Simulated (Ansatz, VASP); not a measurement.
Given: the input of a run of Ansatz 0.2.0 on CsBr.

File input.yaml:

```yaml
crystal:
  lattice:
    - [4.32562222, 0.0, 0.0]
    - [0.0, 4.32562222, 0.0]
    - [0.0, 0.0, 4.32562222]
  atoms:
    - { symbol: Cs, position: [0.0, 0.0, 0.0] }
    - { symbol: Br, position: [0.5, 0.5, 0.5] }
hamiltonian:
  xc: pbe
  pseudopotentials: { kind: paw }
kpoints:
  mp_grid: { grid: [6, 6, 6] }
scf:
  occupations: { method: fermi_dirac, width: 0.05 }
output:
  forces: true
  stress: true
  eigenvalues: true
```

Potentials or basis: Ansatz PAW.

Run with:

```sh
$ ansatz run input.yaml --threads 2 --pin off --max-ram 5120MiB --backend cpu --events-out ev --progress --plain --runs-dir out
```

Set up the same calculation for VASP 6.6.1. Potentials there: VASP PAW PBE potentials, release 64 (Cs_sv, Br).

As run (the cutoff follows the program's own potentials):

The input INCAR:

```
SYSTEM = CsBr
PREC     = Accurate       ! precision mode
ENCUT    = 520            ! plane-wave cutoff, eV
EDIFF    = 1E-7           ! SCF threshold, eV
ISMEAR   = -1             ! smearing method
SIGMA    = 0.05           ! smearing width, eV
LREAL    = .False.        ! projectors in reciprocal space
LASPH    = .True.         ! aspherical terms in the spheres
NELM     = 100            ! most SCF steps
ALGO     = Normal         ! electronic algorithm
ISIF     = 2              ! what is computed and relaxed
LWAVE    = .False.        ! write WAVECAR
LCHARG   = .True.         ! write CHGCAR
GGA      = PE             ! functional
LELF     = .True.         ! ELF
LVHAR    = .True.       
NBANDS   = 15             ! bands
```

File KPOINTS:

```
Automatic mesh
0
Gamma
  6 6 6
  0 0 0
```

POSCAR

```
CsBr
1.0
    4.3256222200      0.0000000000      0.0000000000
    0.0000000000      4.3256222200      0.0000000000
    0.0000000000      0.0000000000      4.3256222200
Cs Br
1 1
Direct
    0.0000000000      0.0000000000      0.0000000000
    0.5000000000      0.5000000000      0.5000000000
```

Potentials or basis: VASP PAW PBE potentials, release 64 (Cs_sv, Br).

The run is started by

```bash
$ cat potpaw_PBE.64/Cs_sv/POTCAR potpaw_PBE.64/Br/POTCAR > POTCAR
$ mpirun -np 1 vasp_std > vasp.out
```

Both were run:

|  | VASP | Ansatz | Ansatz less VASP |
| --- | --- | --- | --- |
| gap on the k mesh at the Fermi level (eV) | 4.41 | 4.42 | +0.013 |
| least direct gap on the mesh (eV) | 4.42 | 4.43 | +0.009 |
| pressure (GPa) | 0.6 | 0.6 | -0.04 |

The functional is the same, so the differences come from potentials, cutoffs and numerics.

Caveats: spin-orbit coupling is left out, which moves the levels of the heavy elements.
